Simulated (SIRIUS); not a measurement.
# KBr (Fm-3m) in SIRIUS: further runs

The runs below take KBr through equation of state, with RPBE.

Everything below comes from runs of SIRIUS 7.12.0. Logs are shortened: lines on timing, memory, paths and dates and some standing lists are left out, and cuts for length are marked. The log counts tension as positive stress, the text compression.

## 1. Starting point

Symmetry: Fm-3m, No. 225, cubic system. Conventional cell: a = 6.600 Å, b = 6.600 Å, c = 6.600 Å, α = 90.00°, β = 90.00°, γ = 90.00°. Around Br (site symmetry m-3m) lie 6 K at 3.30 Å. Around K (site symmetry m-3m) lie 6 Br at 3.30 Å.

## 2. Equation of state, RPBE, 33.78 Å³/atom (volume scaled by 0.94)

sirius.json reads:

```json
{
  "control": {
    "processing_unit": "cpu",
    "std_evp_solver_name": "lapack",
    "gen_evp_solver_name": "lapack",
    "verbosity": 2,
    "print_forces": false,
    "ortho_rf": true,
    "use_second_variation": true,
    "rmt_max": 3.0,
    "num_bands_to_print": 23,
    "save_wf": true
  },
  "parameters": {
    "electronic_structure_method": "full_potential_lapwlo",
    "xc_functionals": ["XC_GGA_X_RPBE", "XC_GGA_C_PBE"],
    "core_relativity": "dirac",
    "valence_relativity": "iora",
    "num_fv_states": 23,
    "smearing": "fermi_dirac",
    "smearing_width": 0.0018374661,
    "pw_cutoff": 20,
    "gk_cutoff": 3.5,
    "lmax_apw": 10,
    "lmax_rho": 8,
    "lmax_pot": 8,
    "num_mag_dims": 0,
    "auto_rmt": 0,
    "ngridk": [7, 7, 7],
    "shiftk": [0, 0, 0],
    "num_dft_iter": 80,
    "energy_tol": 1e-07,
    "density_tol": 1e-05,
    "use_symmetry": true
  },
  "settings": {"tol_ne": 1e-10},
  "iterative_solver": {"type": "exact"},
  "mixer": {"type": "anderson", "beta": 0.5, "max_history": 8},
  "unit_cell": {
    "lattice_vectors": [[0.0, 6.1087932212, 6.1087932212], [6.1087932212, 0.0, 6.1087932212], [6.1087932212, 6.1087932212, 0.0]],
    "atom_types": ["Br", "K"],
    "atom_files": {"Br": "Br.json", "K": "K.json"},
    "atoms": {"Br": [[0.5, 0.5, 0.5]], "K": [[0.0, 0.0, 0.0]]}
  }
}
```

Br.json reads:

```json
{
  "name": "bromine",
  "symbol": "Br",
  "number": 35,
  "mass": 79.904,
  "rmin": 1e-06,
  "rmt": 2.4,
  "nrmt": 800,
  "rinf": 12.55,
  "core": "1s2s2p3s",
  "valence": [
    {"basis": [{"enu": -0.21, "dme": 0, "n": 0, "auto": 0}, {"enu": -0.21, "dme": 1, "n": 0, "auto": 0}]},
    {"l": 0, "n": 1, "basis": [{"enu": -0.2855, "dme": 0, "n": 0, "auto": 0}]},
    {"l": 1, "n": 2, "basis": [{"enu": -0.11, "dme": 0, "n": 0, "auto": 0}]},
    {"l": 2, "n": 3, "basis": [{"enu": -0.11, "dme": 0, "n": 0, "auto": 0}]},
    {"l": 3, "n": 4, "basis": [{"enu": -0.11, "dme": 0, "n": 0, "auto": 0}]}
  ],
  "lo": [
    {
      "l": 0,
      "basis": [{"enu": -0.2855, "dme": 0, "n": 0, "auto": 0}, {"enu": -0.2855, "dme": 1, "n": 0, "auto": 0}]
    },
    {
      "l": 0,
      "basis": [{"enu": -0.2855, "dme": 1, "n": 0, "auto": 0}, {"enu": -0.2855, "dme": 2, "n": 0, "auto": 0}]
    },
    {
      "l": 0,
      "basis": [{"enu": -0.2855, "dme": 0, "n": 0, "auto": 0}, {"enu": 1.7978, "dme": 0, "n": 0, "auto": 0}]
    },
    {"l": 1, "basis": [{"enu": -0.11, "dme": 0, "n": 0, "auto": 0}, {"enu": -0.11, "dme": 1, "n": 0, "auto": 0}]},
    {"l": 1, "basis": [{"enu": -0.11, "dme": 1, "n": 0, "auto": 0}, {"enu": -0.11, "dme": 2, "n": 0, "auto": 0}]},
    {
      "l": 1,
      "basis": [{"enu": -6.1736, "dme": 0, "n": 3, "auto": 1}, {"enu": -6.1736, "dme": 1, "n": 3, "auto": 1}]
    },
    {
      "l": 1,
      "basis": [{"enu": -0.11, "dme": 0, "n": 0, "auto": 0}, {"enu": 2.2858, "dme": 0, "n": 0, "auto": 0}]
    },
    {"l": 2, "basis": [{"enu": -0.11, "dme": 0, "n": 0, "auto": 0}, {"enu": -0.11, "dme": 1, "n": 0, "auto": 0}]},
    {
      "l": 2,
      "basis": [{"enu": -2.2802, "dme": 0, "n": 3, "auto": 1}, {"enu": -2.2802, "dme": 1, "n": 3, "auto": 1}]
    },
    {
      "l": 2,
      "basis": [{"enu": -2.2802, "dme": 1, "n": 3, "auto": 1}, {"enu": -0.11, "dme": 0, "n": 0, "auto": 0}]
    },
    {
      "l": 2,
      "basis": [{"enu": -0.11, "dme": 0, "n": 0, "auto": 0}, {"enu": 3.5011, "dme": 0, "n": 0, "auto": 0}]
    },
    {"l": 3, "basis": [{"enu": -0.11, "dme": 0, "n": 0, "auto": 0}, {"enu": -0.11, "dme": 1, "n": 0, "auto": 0}]},
    {
      "l": 3,
      "basis": [{"enu": -0.11, "dme": 0, "n": 0, "auto": 0}, {"enu": 2.9108, "dme": 0, "n": 0, "auto": 0}]
    }
  ],
  "free_atom": [... radial grid and density of the free atom, the start of the SCF ...]
}
```

K.json reads:

```json
{
  "name": "potassium",
  "symbol": "K",
  "number": 19,
  "mass": 39.0983,
  "rmin": 1e-06,
  "rmt": 2.4,
  "nrmt": 800,
  "rinf": 22.7,
  "core": "1s2s2p",
  "valence": [
    {"basis": [{"enu": -0.21, "dme": 0, "n": 0, "auto": 0}, {"enu": -0.21, "dme": 1, "n": 0, "auto": 0}]},
    {"l": 0, "n": 1, "basis": [{"enu": -0.11, "dme": 0, "n": 0, "auto": 0}]},
    {"l": 1, "n": 2, "basis": [{"enu": -0.11, "dme": 0, "n": 0, "auto": 0}]},
    {"l": 2, "n": 3, "basis": [{"enu": -0.11, "dme": 0, "n": 0, "auto": 0}]},
    {"l": 3, "n": 4, "basis": [{"enu": -0.11, "dme": 0, "n": 0, "auto": 0}]}
  ],
  "lo": [
    {"l": 0, "basis": [{"enu": -0.11, "dme": 0, "n": 0, "auto": 0}, {"enu": -0.11, "dme": 1, "n": 0, "auto": 0}]},
    {
      "l": 0,
      "basis": [{"enu": -1.3126, "dme": 0, "n": 3, "auto": 1}, {"enu": -1.3126, "dme": 1, "n": 3, "auto": 1}]
    },
    {
      "l": 0,
      "basis": [{"enu": -1.3126, "dme": 1, "n": 3, "auto": 1}, {"enu": -0.11, "dme": 0, "n": 0, "auto": 0}]
    },
    {
      "l": 0,
      "basis": [{"enu": -0.11, "dme": 0, "n": 0, "auto": 0}, {"enu": 2.6678, "dme": 0, "n": 0, "auto": 0}]
    },
    {"l": 1, "basis": [{"enu": -0.11, "dme": 0, "n": 0, "auto": 0}, {"enu": -0.11, "dme": 1, "n": 0, "auto": 0}]},
    {
      "l": 1,
      "basis": [{"enu": -0.7134, "dme": 0, "n": 3, "auto": 1}, {"enu": -0.7134, "dme": 1, "n": 3, "auto": 1}]
    },
    {
      "l": 1,
      "basis": [{"enu": -0.7134, "dme": 1, "n": 3, "auto": 1}, {"enu": -0.11, "dme": 0, "n": 0, "auto": 0}]
    },
    {
      "l": 1,
      "basis": [{"enu": -0.11, "dme": 0, "n": 0, "auto": 0}, {"enu": 3.0844, "dme": 0, "n": 0, "auto": 0}]
    },
    {"l": 2, "basis": [{"enu": -0.11, "dme": 0, "n": 0, "auto": 0}, {"enu": -0.11, "dme": 1, "n": 0, "auto": 0}]},
    {"l": 2, "basis": [{"enu": -0.11, "dme": 1, "n": 0, "auto": 0}, {"enu": -0.11, "dme": 2, "n": 0, "auto": 0}]},
    {
      "l": 2,
      "basis": [{"enu": -0.11, "dme": 0, "n": 0, "auto": 0}, {"enu": 2.5983, "dme": 0, "n": 0, "auto": 0}]
    },
    {"l": 3, "basis": [{"enu": -0.11, "dme": 0, "n": 0, "auto": 0}, {"enu": -0.11, "dme": 1, "n": 0, "auto": 0}]}
  ],
  "free_atom": [... radial grid and density of the free atom, the start of the SCF ...]
}
```

sirius_start.json reads:

```json
{
  "control": {
    "processing_unit": "cpu",
    "std_evp_solver_name": "lapack",
    "gen_evp_solver_name": "lapack",
    "verbosity": 1,
    "print_forces": false,
    "ortho_rf": true,
    "use_second_variation": true,
    "rmt_max": 3.0,
    "num_bands_to_print": 23,
    "save_wf": false
  },
  "parameters": {
    "electronic_structure_method": "full_potential_lapwlo",
    "xc_functionals": ["XC_LDA_X", "XC_LDA_C_PW"],
    "core_relativity": "dirac",
    "valence_relativity": "iora",
    "num_fv_states": 23,
    "smearing": "fermi_dirac",
    "smearing_width": 0.0055123983,
    "pw_cutoff": 20,
    "gk_cutoff": 2.8,
    "lmax_apw": 10,
    "lmax_rho": 8,
    "lmax_pot": 8,
    "num_mag_dims": 0,
    "auto_rmt": 0,
    "ngridk": [3, 3, 3],
    "shiftk": [0, 0, 0],
    "num_dft_iter": 30,
    "energy_tol": 0.01,
    "density_tol": 0.05,
    "use_symmetry": true
  },
  "settings": {"tol_ne": 1e-10},
  "iterative_solver": {"type": "exact"},
  "mixer": {"type": "anderson", "beta": 0.5, "max_history": 8},
  "unit_cell": {
    "lattice_vectors": [[0.0, 6.1087932212, 6.1087932212], [6.1087932212, 0.0, 6.1087932212], [6.1087932212, 6.1087932212, 0.0]],
    "atom_types": ["Br", "K"],
    "atom_files": {"Br": "Br.json", "K": "K.json"},
    "atoms": {"Br": [[0.5, 0.5, 0.5]], "K": [[0.0, 0.0, 0.0]]}
  }
}
```

Potentials or basis: all-electron FP-LAPW, apw+lo standard.

On the command line:

```
$ OMP_NUM_THREADS=1 sirius.scf --input=sirius_start.json --output=start.json
$ OMP_NUM_THREADS=1 sirius.scf --input=sirius.json --output=output.json --task=1
```

Output:

```text
[info] SIRIUS version : 7.12.0
[info] number of MPI ranks           : 1
[info] MPI grid                      : 1 1
[info] maximum number of OMP threads : 1
[fft] FFT context for density and potential
[fft] =====================================
[fft]   plane wave cutoff                     : 20
[fft]   grid size                             : 60 60 60   total : 216000
[fft]   grid limits                           : -29 30   -29 30   -29 30
[fft]   number of G-vectors within the cutoff : 61719
[fft]   number of G-shells                    : 1589
[fft] FFT context for coarse grid
[fft] =====================================
[fft]   plane wave cutoff                     : 7
[fft]   grid size                             : 24 24 24   total : 13824
[fft]   grid limits                           : -11 12   -11 12   -11 12
[fft]   number of G-vectors within the cutoff : 2685
[fft]   number of G-shells                    : 97
[unit cell] lattice vectors
[unit cell]   a1 :       0.0000000000      6.1087932212      6.1087932212
[unit cell]   a2 :       6.1087932212      0.0000000000      6.1087932212
[unit cell]   a3 :       6.1087932212      6.1087932212      0.0000000000
[unit cell] reciprocal lattice vectors
[unit cell]   b1 :      -0.5142738573      0.5142738573      0.5142738573
[unit cell]   b2 :       0.5142738573     -0.5142738573      0.5142738573
[unit cell]   b3 :       0.5142738573      0.5142738573     -0.5142738573
[unit cell] unit cell volume :       455.92800586 [a.u.^3]
[unit cell] 1/sqrt(omega)    :         0.04683299
[unit cell] MT volume        :       115.81167158 (25.40%)
[unit cell] IT volume        :       340.11633428 (74.60%)
[unit cell] number of atom types : 2
[unit cell] type id : 0 symbol : Br mt_radius :   2.400000 num_atoms : 1
[... 348 lines left out ...]
[diagonalize] ik:    3   -6.069388   -6.069388   -6.069388   -2.145277   -2.145277   -2.145227   -2.145223   -2.145223   -1.033343   -0.472921   -0.424839   -0.424839   -0.413899   -0.056411   -0.025458   -0.025458    0.242516    0.302094    0.344204    0.344204    0.371110    0.371110    0.413254
[diagonalize] ik:    4   -6.069388   -6.069388   -6.069388   -2.145278   -2.145276   -2.145227   -2.145225   -2.145225   -1.033536   -0.467067   -0.424938   -0.424938   -0.421784   -0.026635   -0.014852   -0.014852    0.191702    0.255738    0.293511    0.293511    0.308037    0.324466    0.464920
[diagonalize] ...
[diagonalize] ik:   15   -6.069388   -6.069388   -6.069388   -2.145275   -2.145272   -2.145223   -2.145220   -2.145218   -1.033249   -0.462938   -0.428427   -0.426048   -0.424207   -0.041787   -0.028785   -0.024081    0.219719    0.282592    0.338095    0.345516    0.348104    0.384907    0.408746
[diagonalize] ik:   16   -6.069388   -6.069388   -6.069388   -2.145276   -2.145275   -2.145225   -2.145223   -2.145222   -1.033357   -0.468887   -0.426002   -0.425141   -0.418596   -0.045335   -0.024017   -0.023755    0.246713    0.249218    0.329511    0.336471    0.352453    0.362645    0.409233
[diagonalize] ik:   17   -6.069388   -6.069388   -6.069388   -2.145275   -2.145273   -2.145222   -2.145221   -2.145221   -1.033288   -0.468865   -0.426425   -0.425632   -0.417974   -0.047383   -0.030401   -0.026845    0.257530    0.280207    0.321354    0.349607    0.365674    0.379733    0.405166
[diagonalize] ik:   18   -6.069388   -6.069388   -6.069388   -2.145277   -2.145275   -2.145224   -2.145224   -2.145221   -1.033262   -0.464945   -0.427345   -0.426603   -0.421905   -0.042168   -0.028443   -0.027517    0.232551    0.284750    0.318802    0.352074    0.355266    0.386689    0.409363
[diagonalize] ik:   19   -6.069388   -6.069388   -6.069388   -2.145276   -2.145274   -2.145223   -2.145223   -2.145222   -1.033253   -0.466143   -0.427615   -0.426543   -0.419985   -0.038546   -0.036218   -0.028827    0.256805    0.285691    0.310486    0.334416    0.382412    0.383817    0.417345
[generate_core_charge_density] atom class : 0
[generate_core_charge_density]   n,l,k : 1 0 1  energy :        -489.03780547
[generate_core_charge_density]   n,l,k : 2 0 1  energy :         -63.36963805
[generate_core_charge_density]   n,l,k : 2 1 1  energy :         -57.02405612
[generate_core_charge_density]   n,l,k : 2 1 2  energy :         -55.27821290
[generate_core_charge_density]   n,l,k : 3 0 1  energy :          -8.44662170
[generate_core_charge_density] atom class : 1
[generate_core_charge_density]   n,l,k : 1 0 1  energy :        -129.19380783
[generate_core_charge_density]   n,l,k : 2 0 1  energy :         -12.72202101
[generate_core_charge_density]   n,l,k : 2 1 1  energy :         -10.09206632
[generate_core_charge_density]   n,l,k : 2 1 2  energy :          -9.98576512
[find] Total energy                   :   -3209.26722219 (Ha),   -6418.53444438 (Ry)
[... 22 lines left out ...]
[find] valence_eval_sum               :     -63.42508700
[find] core_eval_sum                  :   -1800.63944199
[find] kinetic energy                 :    3278.65852929
[find] enuc                           :   -3872.14453641
[find] <rho|V^{XC}>                   :    -163.57412079
[find] <rho|E^{XC}>                   :    -126.20677901
[find] <mag|B^{XC}>                   :       0.00000000
[find] <rho|V^{H}>                    :   -4979.14893944
[find] smearing (-TS)                 :       0.00000000
[find] SCF correction                 :       0.00002085
[find] Total energy                   :   -3209.26723500 (Ha),   -6418.53447001 (Ry)
[find] Free energy (E-TS)             :   -3209.26723500 (Ha),   -6418.53447001 (Ry)
[find] band gap (eV)                  :       4.95475572
[find] Efermi                         :       0.06435392
[find] iteration : 7, RMS (target) : 2.1061e-06 (1.0000e-05) , energy difference (target) : 1.8765e-08 (1.0000e-07)
[find] converged after 8 SCF iterations!
[find] Charges and magnetic moments
[find] --------------------------------------------------------------------------------
[find] atom      charge    core leakage
[find] --------------------------------------------------------------------------------
[find]    0   33.570784    1.038658e-06
[find]    1   17.610136    1.149114e-07
[find] total core leakage    : 1.15356947e-06
[find] interstitial charge   : 2.819078
[find] total charge          : 53.999998
[find] Energy
[find] --------------------------------------------------------------------------------
[find] valence_eval_sum               :     -63.42508700
[find] core_eval_sum                  :   -1800.63944199
[find] kinetic energy                 :    3278.65852929
[find] enuc                           :   -3872.14453641
[find] <rho|V^{XC}>                   :    -163.57412079
[find] <rho|E^{XC}>                   :    -126.20677901
[find] <mag|B^{XC}>                   :       0.00000000
[find] <rho|V^{H}>                    :   -4979.14893944
[find] smearing (-TS)                 :       0.00000000
[find] SCF correction                 :       0.00002085
[find] Total energy                   :   -3209.26723500 (Ha),   -6418.53447001 (Ry)
[find] Free energy (E-TS)             :   -3209.26723500 (Ha),   -6418.53447001 (Ry)
[find] band gap (eV)                  :       4.95475572
[find] Efermi                         :       0.06435392
```

Wall time 46 s (1 thread of Arm Neoverse V2, shared host); peak memory 0.5 GiB.

Results:

- Free energy: -87328.6103 eV
- Band gap on the k mesh: 4.95 eV, direct
- All electrons inside the program's atomic spheres: Br 33.57; K 17.61 (radii Br 2.4, K 2.4 bohr)

## 3. Equation of state, RPBE, 34.50 Å³/atom (volume scaled by 0.96)

Edit sirius.json of step 2 so:

```diff
@@ -39,3 +39,3 @@
   "unit_cell": {
-    "lattice_vectors": [[0.0, 6.1087932212, 6.1087932212], [6.1087932212, 0.0, 6.1087932212], [6.1087932212, 6.1087932212, 0.0]],
+    "lattice_vectors": [[0.0, 6.1518143091, 6.1518143091], [6.1518143091, 0.0, 6.1518143091], [6.1518143091, 6.1518143091, 0.0]],
     "atom_types": ["Br", "K"],
```

Br.json is that of step 2.

K.json is that of step 2.

Edit sirius_start.json of step 2 so:

```diff
@@ -39,3 +39,3 @@
   "unit_cell": {
-    "lattice_vectors": [[0.0, 6.1087932212, 6.1087932212], [6.1087932212, 0.0, 6.1087932212], [6.1087932212, 6.1087932212, 0.0]],
+    "lattice_vectors": [[0.0, 6.1518143091, 6.1518143091], [6.1518143091, 0.0, 6.1518143091], [6.1518143091, 6.1518143091, 0.0]],
     "atom_types": ["Br", "K"],
```

Potentials or basis: all-electron FP-LAPW, apw+lo standard.

On the command line:

```
$ OMP_NUM_THREADS=1 sirius.scf --input=sirius_start.json --output=start.json
$ OMP_NUM_THREADS=1 sirius.scf --input=sirius.json --output=output.json --task=1
```

It took 47 s on 1 thread of Arm Neoverse V2, shared host; peak memory 0.5 GiB.

It converged, with:

* Free energy: -87328.6392 eV
* Band gap on the k mesh: 4.89 eV, direct
* All electrons inside the program's atomic spheres: Br 33.57; K 17.61 (radii Br 2.4, K 2.4 bohr)

## 4. Equation of state, RPBE, 35.22 Å³/atom (volume scaled by 0.98)

Edit sirius.json of step 3 so:

```diff
@@ -39,3 +39,3 @@
   "unit_cell": {
-    "lattice_vectors": [[0.0, 6.1518143091, 6.1518143091], [6.1518143091, 0.0, 6.1518143091], [6.1518143091, 6.1518143091, 0.0]],
+    "lattice_vectors": [[0.0, 6.1942419556, 6.1942419556], [6.1942419556, 0.0, 6.1942419556], [6.1942419556, 6.1942419556, 0.0]],
     "atom_types": ["Br", "K"],
```

Br.json is that of step 3.

K.json is that of step 3.

Edit sirius_start.json of step 3 so:

```diff
@@ -39,3 +39,3 @@
   "unit_cell": {
-    "lattice_vectors": [[0.0, 6.1518143091, 6.1518143091], [6.1518143091, 0.0, 6.1518143091], [6.1518143091, 6.1518143091, 0.0]],
+    "lattice_vectors": [[0.0, 6.1942419556, 6.1942419556], [6.1942419556, 0.0, 6.1942419556], [6.1942419556, 6.1942419556, 0.0]],
     "atom_types": ["Br", "K"],
```

On the command line:

```
$ OMP_NUM_THREADS=1 sirius.scf --input=sirius_start.json --output=start.json
$ OMP_NUM_THREADS=1 sirius.scf --input=sirius.json --output=output.json --task=1
```

Run time: 49 s. Hardware: 1 thread of Arm Neoverse V2, shared host; peak memory 0.51 GiB.

It converged, with:

* Free energy: -87328.6638 eV
* Band gap on the k mesh: 4.83 eV, direct
* All electrons inside the program's atomic spheres: Br 33.56; K 17.60 (radii Br 2.4, K 2.4 bohr)

Caveat: an odd mesh through Γ misses points on the zone boundary, where band edges often lie.

[end of part 1 of 2]
